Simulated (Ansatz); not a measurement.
# MoS2: stress in a strained cell

MoS2 is deformed so: equal xx and yy strain of +1 %. What stress and forces result, by LAPW, PAW and all-electron datasets made for the crystal?

Computed with Ansatz 0.2.0 (DFT LDA, scalar-relativistic, unless a step's input says otherwise).

**1. The structure to begin with**

Symmetry: R3m, No. 160, trigonal system. Conventional cell: a = 3.163 Å, b = 3.163 Å, c = 18.370 Å, α = 90.00°, β = 90.00°, γ = 120.00°. Mo (site symmetry 3m) is surrounded by 6 S at 2.36 Å. S (site symmetry 3m) is surrounded by 3 Mo at 2.36 Å.

Structure file:

```cif
data_structure
_symmetry_space_group_name_H-M 'R3m:H'
_symmetry_Int_Tables_number 160
_cell_length_a 3.1630
_cell_length_b 3.1630
_cell_length_c 18.3700
_cell_angle_alpha 90.000
_cell_angle_beta 90.000
_cell_angle_gamma 120.000
_cell_volume 159.16
loop_
_atom_site_label
_atom_site_type_symbol
_atom_site_symmetry_multiplicity
_atom_site_Wyckoff_symbol
_atom_site_fract_x
_atom_site_fract_y
_atom_site_fract_z
_atom_site_occupancy
Mo1 Mo 3 a 0.00000 0.00000 0.00000 1
S1 S 3 a 0.66667 0.33333 0.08173 1
S2 S 3 a 0.33333 0.66667 0.25157 1
```

The file gives the conventional cell by its symmetry; the runs use the cell typed in the input.

Atoms are numbered in the order of the input: Mo1, S2, S3.

**2. The deformed structure**

Space group R3m before, R3m after.

**3. All-electron LAPW**

input.yaml reads:

```yaml
crystal:
  lattice:
    - [1.5973153604, 0.9222104533, 6.12333]
    - [-1.5973153604, 0.9222104533, 6.12333]
    - [0.0, -1.8444209065, 6.12333]
  atoms:
    - { symbol: Mo, position: [0.0, 0.0, 0.0] }
    - { symbol: S, position: [0.7484, 0.7484, 0.7484] }
    - { symbol: S, position: [0.5849, 0.5849, 0.5849] }
kpoints:
  mp_grid: { grid: [15, 15, 15] }
  band_path:
    path:
      - [0.0, 0.0, 0.0]
      - [0.5, 0.5, 0.5]
      - [0.8182118815, 0.1817881185, 0.5]
      - [0.5, -0.1817881186, 0.1817881186]
      - [0.5, 0.0, 0.0]
      - [0.0, 0.0, 0.0]
      - [0.3408940593, -0.3408940593, 0.0]
      - [0.6591059407, 0.0, 0.3408940593]
      - [0.5, 0.0, 0.5]
    npoints: 5
scf:
  occupations: { method: fermi_dirac, width: 0.05 }
hamiltonian:
  xc: lda
  pseudopotentials: { kind: all_electron, lapw: { basis_error: 0.001 } }
output:
  forces: true
  stress: true
  eigenvalues: true
```

Command:

```
ansatz run input.yaml --threads 1 --pin off --max-ram 4096MiB --backend cpu --events-out ev --progress --plain --runs-dir out
```

**4. Frozen-core PAW**

input.yaml reads:

```yaml
crystal:
  lattice:
    - [1.5973153604, 0.9222104533, 6.12333]
    - [-1.5973153604, 0.9222104533, 6.12333]
    - [0.0, -1.8444209065, 6.12333]
  atoms:
    - { symbol: Mo, position: [0.0, 0.0, 0.0] }
    - { symbol: S, position: [0.7484, 0.7484, 0.7484] }
    - { symbol: S, position: [0.5849, 0.5849, 0.5849] }
kpoints:
  mp_grid: { grid: [15, 15, 15] }
scf:
  occupations: { method: fermi_dirac, width: 0.05 }
hamiltonian:
  xc: lda
  pseudopotentials: { kind: paw }
output:
  forces: true
  stress: true
  eigenvalues: true
  efg: { contact_densities: true }
  write_density: true
  write_potential: true
  elf: true
  volumetric_format: npy
```

**5. Datasets made for this crystal**

Edit input.yaml of step 4 so:

```diff
@@ -15,3 +15,3 @@
   xc: lda
-  pseudopotentials: { kind: paw }
+  pseudopotentials: { kind: all_electron, datasets: crystal }
 output:
@@ -21,5 +21 @@
   efg: { contact_densities: true }
-  write_density: true
-  write_potential: true
-  elf: true
-  volumetric_format: npy
```

(Steps that only read results are left out.)

Q: Predict the outcome of this session. Wanted: pressure; largest shear or deviatoric stress.

As calculated:

```
                                 quantity                                              value
                                 pressure  LAPW -1.56, PAW -1.61, crystal datasets -1.56 GPa
largest shear or deviatoric stress (LAPW)                                           5.61 GPa
```

**Reading.** The largest part of the stress beyond the pressure is 5.61 GPa in size, in the zz component; the atoms are carried along and not relaxed. No run of the undeformed cell stands beside it, so the pressure holds what the given cell had before the change. PAW: stress within 0.05 GPa of LAPW, forces within 5 meV/Å. Crystal datasets: stress within 0.01 GPa of LAPW, forces within 1 meV/Å.
